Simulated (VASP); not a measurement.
# BAs (Pm-3m) in VASP: further runs, part 2 of 2

VASP 6.6.1.

## (4) Relaxation of cell and atoms, PBE, target pressure 20 GPa, at which the enthalpy is minimised

File INCAR:

```
PREC = Accurate
ENCUT = 600
EDIFF = 1E-6
ISMEAR = -1
SIGMA = 0.05
LREAL = F
LASPH = T
NELM = 60
ALGO = Fast
ISIF = 3
LWAVE = F
LCHARG = F
GGA = PE
IBRION = 2
NSW = 40
EDIFFG = -0.01
PSTRESS = 200
```

File KPOINTS:

```
regular mesh
0
Gamma
  9 9 9
```

File POSCAR:

```
BAs
1.0
    2.9343700000      0.0000000000      0.0000000000
    0.0000000000      2.9343700000      0.0000000000
    0.0000000000      0.0000000000      2.9343700000
B As
1 1
Direct
    0.5000000000      0.5000000000      0.5000000000
    0.0000000000      0.0000000000      0.0000000000
```

Potentials or basis: VASP PAW PBE potentials, release 64 (B, As).

Run with:

```
> cat potpaw_PBE.64/B/POTCAR potpaw_PBE.64/As/POTCAR > POTCAR
> mpirun -np 1 vasp_std > vasp.out
```

OUTCAR:

```text
PREC = Accurate
   ENCUT = 600
   EDIFF = 1E-6
   ISMEAR = -1
   LREAL = F
   LASPH = T
   NELM = 60
   ISIF = 3
   GGA = PE
   IBRION = 2
   NSW = 40
   EDIFFG = -0.01
   PSTRESS = 200

 ion  position               nearest neighbor table
   1  0.500  0.500  0.500-   2 2.54   2 2.54   2 2.54   2 2.54   2 2.54   2 2.54   2 2.54   2 2.54

   2  0.000  0.000  0.000-   1 2.54   1 2.54   1 2.54   1 2.54   1 2.54   1 2.54   1 2.54   1 2.54

  LATTYP: Found a simple cubic cell.
 ALAT       =     2.9343700000

  Lattice vectors:

 A1 = (   2.9343700000,   0.0000000000,   0.0000000000)
 A2 = (   0.0000000000,   2.9343700000,   0.0000000000)
 A3 = (   0.0000000000,   0.0000000000,   2.9343700000)

Analysis of symmetry for initial positions (statically):
=====================================================================
 Subroutine PRICEL returns:
 Original cell was already a primitive cell.

 Routine SETGRP: Setting up the symmetry group for a
 simple cubic supercell.

 Subroutine GETGRP returns: Found 48 space group operations
 (whereof 48 operations were pure point group operations)
 out of a pool of 48 trial point group operations.

The static configuration has the point symmetry O_h .

Analysis of symmetry for dynamics (positions and initial velocities):
=====================================================================
 Subroutine PRICEL returns:
 Original cell was already a primitive cell.

 Routine SETGRP: Setting up the symmetry group for a
 simple cubic supercell.

 Subroutine GETGRP returns: Found 48 space group operations
 (whereof 48 operations were pure point group operations)
 out of a pool of 48 trial point group operations.

The dynamic configuration has the point symmetry O_h .

 Subroutine INISYM returns: Found 48 space group operations
 (whereof 48 operations are pure point group operations),
 and found     1 'primitive' translations

----------------------------------------------------------------------------------------

                                     Primitive cell
[... 118 lines left out ...]
   AEXX    =    0.0000 exact exchange contribution
   IVDW    =     0    specifies the selected vdW correction
   LEPSILON=     F    determine dielectric tensor
   LRPA    =     F    only Hartree local field effects (RPA)
 conjugate gradient relaxation of ions
 non-spin polarized calculation
 RMM-DIIS sequential band-by-band and
  energy-cutoff  :      600.00
  volume of cell :       25.27
 maximum number of plane-waves:       861
 NGX is ok and might be reduce to    24
   NGX = 11   NGY = 11   NGZ = 11

--------------------------------------- Ionic step        1  -------------------------------------------

 number of electron       8.0000000 magnetization

 Free energy of the ion-electron system (eV)
  ---------------------------------------------------
  ext. energy  EPLUGINS =         0.00000000
  ---------------------------------------------------
  free energy    TOTEN  =        -8.34836586 eV

  energy without entropy =       -8.33830517  energy(sigma->0) =       -8.34333552

------------------------ aborting loop because EDIFF is reached ----------------------------------------

  FORCE on cell =-STRESS in cart. coord.  units (eV):
  Direction    XX          YY          ZZ          XY          YZ          ZX
  --------------------------------------------------------------------------------------
  -------------------------------------------------------------------------------------
  Total        0.0784378      0.0784378      0.0784378      0.0000000     -0.0000000      0.0000000
  in kB        4.9738328      4.9738328      4.9738328      0.0000000     -0.0000000      0.0000000
  external PRESSURE =    -195.0261672 kB  Pullay stress =     200.0000000 kB
[... 25 lines left out ...]
--------------------------------------- Ionic step        2  -------------------------------------------

 number of electron       8.0000001 magnetization

 E-fermi :  10.0516     XC(G=0): -12.4594

 val. band max:        9.9547292886   @ k =   0.3333   0.3333   0.2222
 cond. band min:      10.0913505500   @ k =   0.2222   0.1111   0.0000
 fundamental gap:      0.1366212614
 Fermi energy:        10.0515773325

 k-point     1 :       0.0000    0.0000    0.0000
  band No.  band energies     occupation
      1      -8.1633      2.00000
      2       8.8897      2.00000
      3       8.8897      2.00000
      4       8.8897      2.00000
      5      12.1389      0.00000
      6      15.4453      0.00000
      7      15.4453      0.00000
      8      22.0776      0.00000
[... 404 lines left out ...]
--------------------------------------- Ionic step        6  -------------------------------------------

 number of electron       7.9999999 magnetization

 Free energy of the ion-electron system (eV)
  ---------------------------------------------------
  ext. energy  EPLUGINS =         0.00000000
  ---------------------------------------------------
  free energy    TOTEN  =        -8.16429388 eV

  energy without entropy =       -8.15599699  energy(sigma->0) =       -8.16014544

 E-fermi :   8.7600     XC(G=0): -12.0407

 val. band max:        8.7052032215   @ k =   0.4444   0.4444   0.4444
 cond. band min:       8.7633872045   @ k =   0.4444   0.2222   0.2222
 fundamental gap:      0.0581839831
 Fermi energy:         8.7600033003

 k-point     1 :       0.0000    0.0000    0.0000
  band No.  band energies     occupation
      1      -8.3361      2.00000
      2       7.7993      2.00000
      3       7.7993      2.00000
      4       7.7993      2.00000
      5       9.8882      0.00000
      6      14.3237      0.00000
      7      14.3237      0.00000
      8      19.6767      0.00000
[... 286 lines left out ...]
  energy  without entropy=       -8.1559969925  energy(sigma->0) =       -8.16014544

  enthalpy is  TOTEN    =        -5.4160056916 eV   P V=        2.7482881868

 reached required accuracy - stopping structural energy minimisation
```

OSZICAR:

```text
N       E                     dE             d eps       ncg     rms          rms(c)
DAV:   1     0.909275122063E+01    0.90928E+01   -0.43443E+03   560   0.986E+02
DAV:   2    -0.833437533926E+01   -0.17427E+02   -0.16887E+02   920   0.100E+02
DAV:   3    -0.848401456397E+01   -0.14964E+00   -0.14920E+00   592   0.108E+01
DAV:   4    -0.848419838380E+01   -0.18382E-03   -0.18359E-03   776   0.384E-01
[... 39 lines left out ...]
   5 F= -.54159945E+01 E0= -.54118256E+01  d E =-.856231E-05
       N       E                     dE             d eps       ncg     rms          rms(c)
DAV:   1    -0.816429842477E+01    0.24472E-02   -0.22245E-04   608   0.111E-01    0.127E-02
RMM:   2    -0.816429472838E+01    0.36964E-05   -0.31117E-06   514   0.163E-02    0.726E-03
RMM:   3    -0.816429387848E+01    0.84990E-06   -0.12829E-06   308   0.845E-03
   6 F= -.54160057E+01 E0= -.54118572E+01  d E =-.197458E-04
```

CONTCAR:

```text
BAs
   1.00000000000000
     2.8027280022624490    0.0000000000000000    0.0000000000000000
     0.0000000000000000    2.8027280022624490    0.0000000000000000
    -0.0000000000000000    0.0000000000000000    2.8027280022624490
  B               As
     1     1
Direct
     0.5000000000000000    0.5000000000000000    0.5000000000000000
     0.0000000000000000    0.0000000000000000    1.0000000000000000

  0.00000000E+00  0.00000000E+00  0.00000000E+00
  0.00000000E+00  0.00000000E+00  0.00000000E+00
```

Wall time 10 s (1 thread of Intel Xeon 6975P-C (Granite Rapids), shared host); peak memory 0.14 GiB.

Results:

```
Free energy                                            : -8.1643 eV
Relaxed volume                                         : 11.01 Å³/atom
Relaxed cell                                           : a = 2.803 Å, b = 2.803 Å, c = 2.803 Å, α = 90.00°, β = 90.00°, γ = 90.00°
Space group after relaxing (to 0.05 Å)                 : Pm-3m (No. 221)
Energy change on relaxing (the enthalpy is what falls) : +92.0 meV/atom
Ionic steps                                            : 6
Pressure after relaxing                                : 20.0 GPa
```

Step by step:
| step | energy change (eV) | largest force (eV/Å) | pressure (GPa) | volume (Å³) |
| --- | --- | --- | --- | --- |
| 1 | 0.0000 | 0.0000 | 0.50 | 25.27 |
| 2 | 0.5503 | 0.0000 | 41.39 | 20.05 |
| 3 | 0.1800 | 0.0000 | 19.72 | 22.05 |
| 4 | 0.1876 | 0.0000 | 20.24 | 21.99 |
| 5 | 0.1816 | 0.0000 | 19.83 | 22.04 |
| 6 | 0.1841 | 0.0000 | 19.99 | 22.02 |

Final structure:
```yaml
crystal:
  lattice:
    - [2.80273, 0.00000, 0.00000]
    - [0.00000, 2.80273, 0.00000]
    - [0.00000, 0.00000, 2.80273]
  atoms:
    - { symbol: B, position: [0.50000, 0.50000, 0.50000] }
    - { symbol: As, position: [0.00000, 0.00000, 0.00000] }
```

Caveat: the cell is relaxed towards a set pressure, so the enthalpy falls and the energy may rise; the bands computed are all filled at some k points, so no gap is given.

## (5) For comparison

An earlier run on the cell as given: functional PBE; potentials or basis VASP PAW PBE potentials, release 64 (B, As); cutoff 520 eV; k mesh 9 × 9 × 9; occupations fermi-dirac, width 0.05 eV; no spin polarisation.

- Pressure: 0.5 GPa
- Band gap on the k mesh: none (metal or under the smearing width)

## (6) Overview

```csv
task,cell,cutoff (eV),target pressure,gap on the mesh (eV),pressure (GPa)
relaxation of cell and atoms,relaxed to 5 GPa,600,5 GPa,none,5.0
relaxation of cell and atoms,relaxed to 10 GPa,600,10 GPa,none,10.1
relaxation of cell and atoms,relaxed to 20 GPa,600,20 GPa,-,20.0
single point,as given,520,-,none,0.5
```

Alike in all rows: level PBE; potentials or basis VASP PAW PBE potentials, release 64 (B, As); no spin polarisation; k mesh 9 × 9 × 9; smearing fermi-dirac 0.05 eV.

Caveats: the cell is relaxed towards a set pressure, so the enthalpy falls and the energy may rise (some runs); the bands computed are all filled at some k points, so no gap is given (some runs).

Total energies depend on the potentials used, so only differences within one code and one set of settings carry meaning.
